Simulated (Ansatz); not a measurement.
# Al: the cost of one run

Program: Ansatz 0.2.0. Level of theory: DFT PBE, scalar-relativistic, plane waves, PAW. These are calculated values, not measurements.

2 further runs of the same task are left out: 2 set aside as unsound or not needed.

## (1) The structure to begin with

The structure is hexagonal, space group P6_3mc (No. 186). Conventional cell: a = 3.279 Å, b = 3.279 Å, c = 5.293 Å, α = 90.00°, β = 90.00°, γ = 120.00°. Around Zn (site symmetry 3m) lie 4 O at 2.00 to 2.01 Å. O (site symmetry 3m) is surrounded by 4 Zn at 2.00 to 2.01 Å.

As a file:

```
CELL_PARAMETERS angstrom
3.27948 0.00000 0.00000
-1.63974 2.84011 0.00000
0.00000 0.00000 5.29313
ATOMIC_POSITIONS crystal
Zn 0.33333 0.66667 0.00150
Zn 0.66667 0.33333 0.50150
O 0.33333 0.66667 0.38060
O 0.66667 0.33333 0.88060
```

It is the result of an earlier relaxation at this level (volume 12.33 Å³/atom; gap on the mesh: 0.74 eV).

## (2) The film's bulk: Al

Relaxed beforehand at this level: -537.4996 eV/atom, gap on the mesh none (metal).

```xyz
1
Lattice="0.0000 2.0203 2.0203 2.0203 0.0000 2.0203 2.0203 2.0203 0.0000" Properties=species:S:1:pos:R:3 pbc="T T T"
Al    0.0000    0.0000    0.0000
```

The bulk reference of ZnO, the base, comes from a run made before at the same settings: -1943.4233 eV/atom.

## (3) Al strained to the base's plane

The (111) plane of Al is fitted to the (001) plane of ZnO, a strain of -0.6 % along x and -0.6 % along y; the third vector and the atoms relax.

input.yaml

```yaml
crystal:
  lattice:
    - [5.680217875, 0.0, 0.0]
    - [-2.8401089375, 4.9192129788, 0.0]
    - [-1.4200544688, 0.8198688298, 2.3496627186]
  atoms:
    - { symbol: Al, position: [0.0, 0.5, 0.0] }
    - { symbol: Al, position: [0.5, 0.5, 0.0] }
    - { symbol: Al, position: [0.0, 0.0, 0.0] }
    - { symbol: Al, position: [0.5, 0.0, 0.0] }
basis:
  ecutwfc: 420
kpoints:
  mp_grid: { grid: [6, 6, 15] }
hamiltonian:
  xc: pbe
scf:
  occupations: { method: gaussian, width: 0.1 }
output:
  forces: true
  stress: true
  eigenvalues: true
relax:
  adjacent_minimum: "off"
  f_tol: 0.01
  max_steps: 50
  cell: { fix: [a, b, gamma], stress_tol: 0.1 }
```

The run is started by

```console
$ ansatz run input.yaml --threads 4 --pin off --max-ram 10240MiB --backend cpu --events-out ev --progress --plain --runs-dir out
```

Q: Estimate wall time and peak memory on 4 threads of AMD EPYC 7R43 (Zen 3), shared host.

About 5.8 s, with a peak of 0.49 GiB.
